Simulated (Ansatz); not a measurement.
# SnO2 (Pa-3) in Ansatz: settings compared

The runs below take SnO2 through relaxation of cell and atoms, relaxation of the atoms, with PBE+D3(BJ), PBE.

All numbers are computed with Ansatz 0.2.0; they aren't measurements. Logs are shortened: lines on timing, memory, paths and dates and some standing lists are left out, and cuts for length are marked.

### 1 The crystal as given

The structure is cubic, space group Pa-3 (No. 205). Conventional cell: a = 5.175 Å, b = 5.175 Å, c = 5.175 Å, α = 90.00°, β = 90.00°, γ = 90.00°. Around Sn (site symmetry -3) lie 6 O at 2.11 Å. Around O (site symmetry 3) lie 3 Sn at 2.11 Å.

Measurements of this composition are mostly on another form, of space group No. 136.

### 2 Relaxation of cell and atoms, PBE+D3(BJ)

File input.yaml:

```yaml
crystal:
  lattice:
    - [5.175256, 0.0, 0.0]
    - [0.0, 5.175256, 0.0]
    - [0.0, 0.0, 5.175256]
  atoms:
    - { symbol: Sn, position: [0.0, 0.0, 0.0] }
    - { symbol: Sn, position: [0.5, 0.0, 0.5] }
    - { symbol: Sn, position: [0.5, 0.5, 0.0] }
    - { symbol: Sn, position: [0.0, 0.5, 0.5] }
    - { symbol: O, position: [0.661098, 0.838902, 0.161098] }
    - { symbol: O, position: [0.838902, 0.161098, 0.661098] }
    - { symbol: O, position: [0.161098, 0.661098, 0.838902] }
    - { symbol: O, position: [0.338902, 0.338902, 0.338902] }
    - { symbol: O, position: [0.661098, 0.661098, 0.661098] }
    - { symbol: O, position: [0.838902, 0.338902, 0.161098] }
    - { symbol: O, position: [0.161098, 0.838902, 0.338902] }
    - { symbol: O, position: [0.338902, 0.161098, 0.838902] }
hamiltonian:
  xc: pbe
  pseudopotentials: { kind: paw }
  dispersion: d3bj
kpoints:
  mp_grid: { grid: [5, 5, 5] }
scf:
  occupations: { method: fermi_dirac, width: 0.05 }
output:
  forces: true
  stress: true
  eigenvalues: true
relax:
  f_tol: 0.01
  max_steps: 40
  cell: { stress_tol: 0.05 }
```

Potentials or basis: Ansatz PAW.

The run is started by

```sh
> ansatz run input.yaml --threads 4 --pin off --max-ram 11264MiB --backend cpu --events-out ev --progress --plain --runs-dir out
```

Standard output:

```text
Warning: RAYON_NUM_THREADS=4 ignored (pool sized by the plan → 4); use --threads N
Engine: ansatz 0.2.0, aarch64-unknown-linux-gnu
Pseudopotentials: kind: paw
Pseudopotential: Sn, paw, valence charge 14, recommended cutoff 420 eV (normal), Sn.paw.azcp
Pseudopotential: O, paw, valence charge 6, recommended cutoff 420 eV (normal), O.paw.azcp
Functional definition: PBE
  parameter kappa = 0.804
  parameter beta = 0.06672455060314922
  exchange = pbe_x(kappa = kappa, mu = beta*pi^2/3)
  correlation = pbe_c(beta = beta)
Crystal: 12 atoms, lattice volume = 138.610 Å³
Basis set: ecut = 420 eV, 2721 PW (Γ), exchange–correlation on 72×72×72 points (8 copies of the dense FFT grid, shifted against one another)
Bands: 64, of which v1, the nominal top of the filled ones, is band 52 counted from 1 (51 counted from 0)
Symmetry: 24 space group operations
Space group: Pa-3 (ITA 205), of the structure as read, at distance tolerance 5.2e-5 Å
k-points: 11 of 125
Non-local potential: Sn, projectors of the file, l = 0: 2, l = 1: 2, l = 2: 2, l = 3: 2
Non-local potential: O, projectors of the file, l = 0: 2, l = 1: 2, l = 2: 1
PAW form: soft (Blöchl's): semilocal exchange-correlation on the pseudo side does not see the compensation charge
PAW one-centre angular grid: Sn, 590 points (default); XC on 64 Gauss nodes
PAW one-centre angular grid: O, 110 points (default); XC on 64 Gauss nodes
Initial density: superposition of atomic densities (neutral atoms: chi_scale 0, normalization atom), corrected by the library's trained network
Initial wavefunctions: pseudopotential atomic-orbital guess
Functional: x = pbe(κ = 0.804, μ = 0.2195149727645171), c = pbe(β = 0.06672455060314922)
SCF iter   1: F=—  HF=-28637.483202 eV  |F-HF|=—  |Δ(HF+E_count)|=         —  Δρ=1.67e-3  dr2=2.51e-3  ethr=1.77e-3  ⟨swp⟩=5.9  Hψ=2873  notcnv=0  defer=26
preconditioner: auto → Resta (q_TF=auto, 2.601 Å⁻¹)  ε∞=3.9  [insulator: Δε(μ)=0.566 eV  Ē_g=18.977 eV  σ=0.050 eV  W_gap=0.98  n_scr=32 (ndim 8)  ℏωp=32.2 eV  f_vac=0.000  D(μ)=0.01/eV (n_scr^D=0)  ε∞_Penn≈3.9]
SCF iter   2: F=—  HF=-28637.485650 eV  |F-HF|=—  |Δ(HF+E_count)|=   2.45e-3  Δρ=6.89e-4  dr2=3.81e-4  ethr=2.42e-6  ⟨swp⟩=2.1  Hψ=1377  notcnv=0  defer=49
SCF iter   3: F=—  HF=-28637.486273 eV  |F-HF|=—  |Δ(HF+E_count)|=   6.23e-4  Δρ=2.32e-4  dr2=5.20e-5  ethr=3.67e-7  ⟨swp⟩=3.0  Hψ=1385  notcnv=0  defer=49
SCF iter   4: F=—  HF=-28637.486182 eV  |F-HF|=—  |Δ(HF+E_count)|=   9.09e-5  Δρ=3.76e-5  dr2=1.85e-6  ethr=5.00e-8  ⟨swp⟩=2.0  Hψ=969  notcnv=0  defer=49
iter 5 did not close the SCF: its close was put off for the readings that it lacked (scf_convergence_deferred on its scf_iter line)
SCF iter   5: F=-28637.486184 eV  HF=-28637.486184 eV  |F-HF|=4.09e-7  |Δ(HF+E_count)|=   1.87e-6  Δρ=1.33e-5  dr2=8.69e-8  ethr=1.78e-9  ⟨swp⟩=2.0  Hψ=1110  notcnv=0  defer=49
SCF iter   6: F=-28637.486184 eV  HF=-28637.486184 eV  |F-HF|=3.34e-9  |Δ(HF+E_count)|=   4.35e-7  Δρ=1.23e-6  dr2=1.24e-9  ethr=8.36e-11  ⟨swp⟩=8.9  Hψ=3227  notcnv=0
SCF 1 converged in 6 iterations: F = -28637.486184 eV  dr2 = 1.24e-9
relax step   1: F+E_penalty+E_count = -28637.48618424 eV  Δ(F+E_penalty+E_count) = +0.000e0 eV  max|allowed force component| = 3.772e-3 eV/Å  Δτ_max = 0.0000 Å  P = -3.806 GPa  Ω = 138.610 Å³  (6 SCF iters, dr2 threshold 1.00e-7 eV, accepted)
Crystal: 12 atoms, lattice volume = 135.856 Å³
Basis set: ecut = 420 eV, 2601 PW (Γ), exchange–correlation on 72×72×72 points (8 copies of the dense FFT grid, shifted against one another)
Initial density: handed on by an earlier stage of this run
Initial wavefunctions: those handed on with the density
iter 1 solved again at ethr=1.45e-5 eV; its pass at ethr=3.10e-3 eV (dr2=1.51e-2 eV) is discarded
SCF iter   1: F=—  HF=-28637.538215 eV  |F-HF|=—  |Δ(HF+E_count)|=         —  Δρ=4.01e-3  dr2=1.65e-2  ethr=1.45e-5  ⟨swp⟩=2.5  Hψ=2878  notcnv=0
preconditioner: auto → Resta (q_TF=auto, 2.609 Å⁻¹)  ε∞=3.9  [insulator: Δε(μ)=0.778 eV  Ē_g=19.181 eV  σ=0.050 eV  W_gap=1.00  n_scr=32 (ndim 8)  ℏωp=32.5 eV  f_vac=0.000  D(μ)=0.00/eV (n_scr^D=0)  ε∞_Penn≈3.9]
SCF iter   2: F=—  HF=-28637.534263 eV  |F-HF|=—  |Δ(HF+E_count)|=   3.95e-3  Δρ=1.62e-3  dr2=2.91e-3  ethr=1.45e-5  ⟨swp⟩=2.5  Hψ=1012  notcnv=0
SCF iter   3: F=—  HF=-28637.533742 eV  |F-HF|=—  |Δ(HF+E_count)|=   5.21e-4  Δρ=3.52e-4  dr2=1.15e-4  ethr=2.80e-6  ⟨swp⟩=2.1  Hψ=964  notcnv=0
[... 55 lines left out ...]
iter 5 did not close the SCF: its close was put off for the readings that it lacked (scf_convergence_deferred on its scf_iter line)
SCF iter   5: F=-28637.518727 eV  HF=-28637.518727 eV  |F-HF|=1.09e-11  |Δ(HF+E_count)|=  2.18e-11  Δρ=2.00e-8  dr2=3.33e-13  ethr=1.00e-12  ⟨swp⟩=1.0  Hψ=704  notcnv=0
iter 6 did not close the SCF: its close was put off for the readings that it lacked (scf_convergence_deferred on its scf_iter line)
SCF iter   6: F=-28637.518727 eV  HF=-28637.518727 eV  |F-HF|=1.46e-11  |Δ(HF+E_count)|=    0.00e0  Δρ=4.67e-9  dr2=2.86e-14  ethr=1.00e-12  ⟨swp⟩=1.0  Hψ=704  notcnv=0
iter 7 did not close the SCF: its close was put off for the readings that it lacked (scf_convergence_deferred on its scf_iter line)
SCF iter   7: F=-28637.518727 eV  HF=-28637.518727 eV  |F-HF|=3.64e-12  |Δ(HF+E_count)|=    0.00e0  Δρ=8.95e-10  dr2=1.21e-15  ethr=1.00e-12  ⟨swp⟩=1.0  Hψ=704  notcnv=0
SCF iter   8: F=-28637.518727 eV  HF=-28637.518727 eV  |F-HF|=7.28e-12  |Δ(HF+E_count)|=  7.28e-12  Δρ=3.33e-10  dr2=8.99e-17  ethr=1.00e-12  ⟨swp⟩=1.3  Hψ=1492  notcnv=0
SCF 6 converged in 8 iterations: F = -28637.518727 eV  dr2 = 8.99e-17
relax step   6: F+E_penalty+E_count = -28637.51872677 eV  Δ(F+E_penalty+E_count) = +1.194e-3 eV  max|allowed force component| = 9.662e-5 eV/Å  Δτ_max = 0.0000 Å  P = -0.007 GPa  Ω = 135.865 Å³  stress off target by 6.58e-3 GPa  SCF on the basis re-selected at this cell (its energy is not comparable with the rows above)  (8 SCF iters)
basis re-selected at this cell: Δ(F+E_penalty+E_count) = +1.194e-3 eV, ΔP = -0.004 GPa vs the last step (what re-selecting the basis moved, of the pressure what is left beyond the Pulay correction that the steps carried, after the strain that the cell walked since its last selection, with what the two solves' SCF thresholds leave and, on support functions, any second-order correction that the steps lacked; it is no measure of the basis error at this ecutwfc). This SCF's stress stands 6.58e-3 GPa from its target on what of the cell is left free (relax.cell.stress_tol is 5.00e-2 GPa) and its largest allowed force component is 9.66e-5 eV/Å (relax.f_tol is 1.00e-2 eV/Å): within both
SCF converged after 8 iterations
Free energy (F): -28637.518727 eV
Harris-Foulkes:  -28637.518727 eV  (|F-HF|=7.28e-12)
Internal energy: -28637.518677 eV  (E = F + TS)
E sigma→0 (E₀):  -28637.518702 eV
Entropy (-TS):   -0.000050 eV (-0.004 meV/atom)
Fermi energy:    10.846385 eV
--- Per-component energies (eV) ---
  E_band       = -125.871909
  E_kinetic    = 2160.766073
  E_local      = -4909.607833  (includes V_loc(G=0)·N_el)
  E_nonlocal   = 267.867358
  E_hartree    = 2629.344248
  E_xc         = -2108.621720
  E_vxc        = -1126.327875  (∫ρ·V_xc dr)
  E_paw        = -17855.882374  (= ΣΔE_a)
  E_vpaw       = -1777.277683  (= ΣTr[D̂ρ^β])
  E_aug_tail   = 0.019554  (compensation charges beyond the density's cutoff)
  E_ewald      = -8818.576929
  E_disp       = -2.827054  (pairwise vdW)
  E_smearing   = -0.000050  (= −TS)
  E_closure    = -0.000000  (closes the sum)
  Σ components = -28637.518727   (vs F -28637.518727, Δ=0.00e0)
--- Forces (eV/Å), atoms counted from 1 ---
  atom   1  Sn    -0.00000000    -0.00000000     0.00000000
  atom   2  Sn    -0.00000000    -0.00000000    -0.00000000
  atom   3  Sn    -0.00000000     0.00000000    -0.00000000
  atom   4  Sn     0.00000000     0.00000000     0.00000000
  atom   5  O     -0.00009662     0.00009662    -0.00009662
  atom   6  O      0.00009662    -0.00009662    -0.00009662
  atom   7  O     -0.00009662    -0.00009662     0.00009662
  atom   8  O      0.00009662     0.00009662     0.00009662
  atom   9  O     -0.00009662    -0.00009662    -0.00009662
  atom  10  O      0.00009662     0.00009662    -0.00009662
  atom  11  O     -0.00009662     0.00009662     0.00009662
  atom  12  O      0.00009662    -0.00009662     0.00009662
  max |Σ_I F_I| component: 1.68e-17 eV/Å
--- Stress (GPa, compression-positive) ---
       -0.006575       0.000000       0.000000
        0.000000      -0.006575       0.000000
        0.000000       0.000000      -0.006575
  P = ⅓ Tr σ = -0.0066 GPa (-0.066 kbar)
--- Band table (eV; the first three rows and the last of 11) ---
  k-point 0: bands = ["-10.4584", "-10.4584", "-10.4584", "-9.7241", "-9.7241", "-9.7241", "-9.6694", "-9.6694", "-9.6297", "-9.6065", "-9.6065", "-9.6065", "-9.5405", "-9.5405", "-9.5405", "-9.4709", "-9.4709", "-9.4709", "-9.4666", "-9.4666", "-8.4027", "-6.7531", "-6.7531", "-6.7531", "-5.7643", "-4.9658", "-4.9658", "-4.9658", "3.3245", "3.3245", "3.3245", "5.2180", "5.2180", "5.2180", "5.6110", "5.6110", "7.8502", "7.8502", "7.8502", "8.2860", "8.2860", "8.2860", "8.6582", "9.3288", "9.3288", "9.3288", "9.6622", "9.6622", "10.0725", "10.3105", "10.3105", "10.3105", "11.1292", "16.3281", "16.3281", "16.3281", "17.8892", "17.8892", "17.8892", "19.0542", "19.0542", "19.0542", "19.2807", "21.8683"]
  k-point 1: bands = ["-10.4138", "-10.4111", "-10.4006", "-9.7774", "-9.7640", "-9.7619", "-9.7150", "-9.6690", "-9.6229", "-9.6217", "-9.6033", "-9.6014", "-9.5580", "-9.5538", "-9.5408", "-9.4874", "-9.4802", "-9.4784", "-9.4730", "-9.4706", "-8.2925", "-6.9736", "-6.5886", "-6.5485", "-5.7481", "-5.1040", "-5.0471", "-5.0005", "3.0985", "3.1729", "3.6622", "5.2720", "5.3418", "5.5526", "5.5583", "6.0816", "7.5038", "7.5351", "7.5902", "8.1201", "8.4203", "8.4631", "8.5879", "9.0767", "9.3078", "9.4277", "9.5795", "9.5899", "9.9126", "10.1998", "10.2537", "10.3341", "12.1263", "15.7928", "15.8327", "16.1136", "18.0544", "18.2031", "18.4691", "18.9919", "19.1030", "19.2687", "19.4355", "21.3309"]
  k-point 2: bands = ["-10.3120", "-10.3079", "-10.2356", "-9.9965", "-9.8980", "-9.8920", "-9.6937", "-9.6751", "-9.6290", "-9.6114", "-9.6047", "-9.5961", "-9.5562", "-9.5534", "-9.5343", "-9.5139", "-9.4967", "-9.4946", "-9.4769", "-9.4769", "-7.9622", "-7.4670", "-6.2047", "-6.0578", "-5.8464", "-5.5074", "-5.1465", "-5.0882", "2.8646", "2.9205", "4.5705", "5.3856", "5.4580", "5.4720", "6.2922", "6.5066", "6.7625", "7.0884", "7.1152", "7.9180", "8.4331", "8.6963", "8.7930", "8.9115", "9.0036", "9.2269", "9.5859", "9.7117", "9.8310", "10.0381", "10.3363", "10.3675", "13.5364", "14.8142", "15.3559", "15.6113", "18.1991", "18.2972", "18.9271", "19.1556", "19.4985", "19.8593", "20.1555", "20.4203"]
  k-point 10: bands = ["-10.3359", "-10.2876", "-10.2876", "-10.2734", "-9.7573", "-9.7573", "-9.6884", "-9.6884", "-9.6234", "-9.6234", "-9.6224", "-9.6196", "-9.5145", "-9.5145", "-9.5021", "-9.5004", "-9.5004", "-9.4940", "-9.4940", "-9.4909", "-7.0822", "-6.7479", "-6.6735", "-6.6735", "-5.7473", "-5.7286", "-5.7286", "-5.5078", "4.0553", "4.0553", "4.1527", "4.4976", "6.2896", "6.3590", "6.3590", "6.6426", "6.6824", "6.6824", "7.0829", "7.0829", "8.3851", "8.3851", "8.6712", "8.8978", "9.1832", "9.1832", "9.3799", "9.3799", "9.7987", "9.7998", "9.8776", "9.8776", "15.2144", "15.4555", "15.4555", "15.4970", "17.7375", "17.9698", "17.9698", "18.0617", "21.2200", "21.2755", "21.2755", "21.7828"]
--- Relaxed structure (4 steps of the walk, 4 accepted, 2 SCFs on fresh bases) ---
  F+E_penalty+E_count = -28637.51872677 eV   max|allowed force component| = 9.662e-5 eV/Å   (the final SCF, on the basis selected at the relaxed cell)
  cell:  # Å, volume = 135.8651 Å³
    - [5.14086186468548, 1.7333369499485123e-33, 7.222237291452134e-35]
    - [1.701238117542058e-33, 5.14086186468548, 0.0]
    - [-1.925929944387236e-34, 0.0, 5.14086186468548]
  atoms:
    - { symbol: Sn, position: [-1.2657128701330293e-20, -2.3131993833465997e-20, -1.6148750412042272e-20] }
    - { symbol: Sn, position: [0.5, -2.3131993833465997e-20, 0.5] }
    - { symbol: Sn, position: [0.5, 0.5, -1.6148750412042266e-20] }
    - { symbol: Sn, position: [-1.2657128701330545e-20, 0.5, 0.5] }
    - { symbol: O, position: [0.6602239918030816, 0.8397760081969184, 0.16022399180308156] }
    - { symbol: O, position: [0.8397760081969184, 0.16022399180308156, 0.6602239918030816] }
    - { symbol: O, position: [0.16022399180308156, 0.6602239918030816, 0.8397760081969184] }
    - { symbol: O, position: [0.33977600819691833, 0.33977600819691833, 0.33977600819691833] }
    - { symbol: O, position: [0.6602239918030816, 0.6602239918030816, 0.6602239918030816] }
    - { symbol: O, position: [0.8397760081969184, 0.33977600819691833, 0.16022399180308156] }
    - { symbol: O, position: [0.16022399180308156, 0.8397760081969184, 0.33977600819691833] }
    - { symbol: O, position: [0.33977600819691833, 0.16022399180308156, 0.8397760081969184] }
```

Run time: 9.4 s. Hardware: 4 threads of Arm Neoverse V2, shared host; peak memory 0.55 GiB.

What came out:

| Item | Value |
| --- | --- |
| Free energy | -28637.5187 eV |
| Relaxed volume | 11.32 Å³/atom |
| Relaxed cell | a = 5.141 Å, b = 5.141 Å, c = 5.141 Å, α = 90.00°, β = 90.00°, γ = 90.00° |
| Space group after relaxing (to 0.05 Å) | Pa-3 (No. 205) |
| Energy gained by relaxing | 2.7 meV/atom |
| Ionic steps | 6 |
| Pressure after relaxing | 0.0 GPa |
| Band gap on the k mesh | 0.76 eV, indirect (least direct gap 0.82 eV) |

The path:
| step | energy change (eV) | largest force (eV/Å) | volume (Å³) |
| --- | --- | --- | --- |
| 1 | 0.0000 | 0.0065 | 138.61 |
| 2 | -0.0475 | 0.0030 | 135.86 |
| 3 | -0.0470 | 0.0003 | 135.96 |
| 4 | -0.0331 | 0.0004 | 135.96 |
| 5 | -0.0337 | 0.0001 | 135.87 |
| 6 | -0.0325 | 0.0002 | 135.87 |

Final structure:
```
Sn O
1.0
     5.14086    0.00000    0.00000
     0.00000    5.14086    0.00000
     0.00000    0.00000    5.14086
Sn O
4 8
Direct
  0.00000 0.00000 0.00000
  0.50000 0.00000 0.50000
  0.50000 0.50000 0.00000
  0.00000 0.50000 0.50000
  0.66022 0.83978 0.16022
  0.83978 0.16022 0.66022
  0.16022 0.66022 0.83978
  0.33978 0.33978 0.33978
  0.66022 0.66022 0.66022
  0.83978 0.33978 0.16022
  0.16022 0.83978 0.33978
  0.33978 0.16022 0.83978
```

Caveat: odd divisions of the mesh miss points on the zone boundary, where band edges often lie, so the gap on the mesh can be too wide; the plane-wave basis is chosen anew once the cell has moved, so the energies of steps on either side of that aren't comparable; the pressure holds a Pulay correction of +0.9 GPa for the finite cutoff; spin-orbit coupling is left out, which moves the levels of the heavy elements. A k mesh can miss the band edges.

### 3 Relaxation of the atoms, PBE (strained by +1 %)

Edit input.yaml of step 2 so:

```diff
@@ -2,4 +2,4 @@
   lattice:
-    - [5.175256, 0.0, 0.0]
-    - [0.0, 5.175256, 0.0]
+    - [5.175256, 0.02587628, 0.0]
+    - [0.02587628, 5.175256, 0.0]
     - [0.0, 0.0, 5.175256]
@@ -21,5 +21,4 @@
   pseudopotentials: { kind: paw }
-  dispersion: d3bj
 kpoints:
-  mp_grid: { grid: [5, 5, 5] }
+  mp_grid: { grid: [4, 4, 4] }
 scf:
@@ -33,2 +32 @@
   max_steps: 40
-  cell: { stress_tol: 0.05 }
```

Potentials or basis: Ansatz PAW.

The run is started by

```sh
> ansatz run input.yaml --threads 4 --pin off --max-ram 11264MiB --backend cpu --events-out ev --progress --plain --runs-dir out
```

Standard output:

```text
Warning: output.stress: scf.convergence.dr2_threshold = 1e-7 eV (the SCF's general default) is looser than the 1.2e-9 eV advised for a printed stress (1e-10 eV for each atom of the cell: 12). What an SCF threshold leaves in a stress goes as its square root, and in the free energy as the threshold itself, and one threshold admits the most on a small cell: of the crystals measured, under no hybrid functional and no lock of the moments, on runs that ended without the residual-converged pass, on stresses that held no estimate of that error, the worst erred by over 100 MPa in a component at 1e-7 eV an atom and by under 5 at 1e-10. Every solve of this run answers to scf.convergence.dr2_threshold, and the tensor of one is reported: a single SCF on the reported geometry and on this run's grids (its basis.xc_grid and basis.ecutrho_ratio typed), with scf.convergence.dr2_threshold at 1.2e-9 eV or tighter, prints it and tightens no other solve. Else set scf.convergence.dr2_threshold to 1.2e-9 eV or tighter. The threshold is an SCF's pass mark: one that does not reach it within its budget of iterations ends unconverged, or closes short of it on a stop that the run arms, and scf.convergence.dr2_threshold's page says what that costs each kind of run
Warning: RAYON_NUM_THREADS=4 ignored (pool sized by the plan → 4); use --threads N
Engine: ansatz 0.2.0, aarch64-unknown-linux-gnu
Pseudopotentials: kind: paw
Pseudopotential: Sn, paw, valence charge 14, recommended cutoff 420 eV (normal), Sn.paw.azcp
Pseudopotential: O, paw, valence charge 6, recommended cutoff 420 eV (normal), O.paw.azcp
Functional definition: PBE
  parameter kappa = 0.804
  parameter beta = 0.06672455060314922
  exchange = pbe_x(kappa = kappa, mu = beta*pi^2/3)
  correlation = pbe_c(beta = beta)
[... 87 lines left out ...]
  F+E_penalty+E_count = -28634.70710385 eV   max|allowed force component| = 9.623e-3 eV/Å
  atoms:
    - { symbol: Sn, position: [1.7458545017198606e-23, -3.49170900343693e-21, 0.0] }
    - { symbol: Sn, position: [0.49999999999999983, 4.336808689942018e-19, 0.49999999999999994] }
    - { symbol: Sn, position: [0.49999999999999994, 0.49999999999999994, 3.256242205871229e-35] }
    - { symbol: Sn, position: [4.336808689942018e-19, 0.49999999999999983, 0.49999999999999994] }
    - { symbol: O, position: [0.6612777991530229, 0.8387733967749998, 0.16096838251494755] }
    - { symbol: O, position: [0.8387222008469766, 0.16122660322499988, 0.6609683825149475] }
    - { symbol: O, position: [0.16069300279382392, 0.6607306520939422, 0.8389944008517547] }
    - { symbol: O, position: [0.3393069972061759, 0.3392693479060575, 0.3389944008517547] }
    - { symbol: O, position: [0.6606930027938238, 0.6607306520939422, 0.6610055991482452] }
    - { symbol: O, position: [0.8393069972061759, 0.3392693479060575, 0.16100559914824522] }
    - { symbol: O, position: [0.1612777991530231, 0.8387733967749998, 0.33903161748505234] }
    - { symbol: O, position: [0.33872220084697674, 0.16122660322499988, 0.8390316174850523] }
```

Wall time 8.2 s (4 threads of Arm Neoverse V2, shared host); peak memory 0.62 GiB.

Results:

- Free energy: -28634.7071 eV
- Energy gained by relaxing: 0.0 meV/atom
- Ionic steps: 2
- Pressure after relaxing: -0.6 GPa
- Largest force after relaxing: 0.013 eV/Å
- Band gap on the k mesh: 0.55 eV, indirect (least direct gap 0.60 eV)

Forces in eV/Å, atoms in the order of the input:
```
Sn   0.000  0.000  0.000
Sn   0.000  0.000  0.000
Sn   0.000  0.000  0.000
Sn   0.000  0.000  0.000
O    0.009  0.006 -0.007
O   -0.009 -0.006 -0.007
O   -0.010  0.005 -0.007
O    0.010 -0.005 -0.007
O   -0.010  0.005  0.007
O    0.010 -0.005  0.007
O    0.009  0.006  0.007
O   -0.009 -0.006  0.007
```

Stress tensor (GPa, compression positive):
```
-0.62 -1.03  0.00
-1.03 -0.60  0.00
 0.00  0.00 -0.63
```

The path:
```
step  energy change (eV)  largest force (eV/Å)
   1              0.0000                0.0295
   2             -0.0002                0.0132
```

Final structure:
```
Sn O
1.0
     5.17526    0.02588    0.00000
     0.02588    5.17526    0.00000
     0.00000    0.00000    5.17526
Sn O
4 8
Direct
  0.00000 0.00000 0.00000
  0.50000 0.00000 0.50000
  0.50000 0.50000 0.00000
  0.00000 0.50000 0.50000
  0.66128 0.83877 0.16097
  0.83872 0.16123 0.66097
  0.16069 0.66073 0.83899
  0.33931 0.33927 0.33899
  0.66069 0.66073 0.66101
  0.83931 0.33927 0.16101
  0.16128 0.83877 0.33903
  0.33872 0.16123 0.83903
```

Caveat: the pressure holds a Pulay correction of +0.9 GPa for the finite cutoff; spin-orbit coupling is left out, which moves the levels of the heavy elements; the thresholds are loose for stress. A k mesh can miss the band edges.
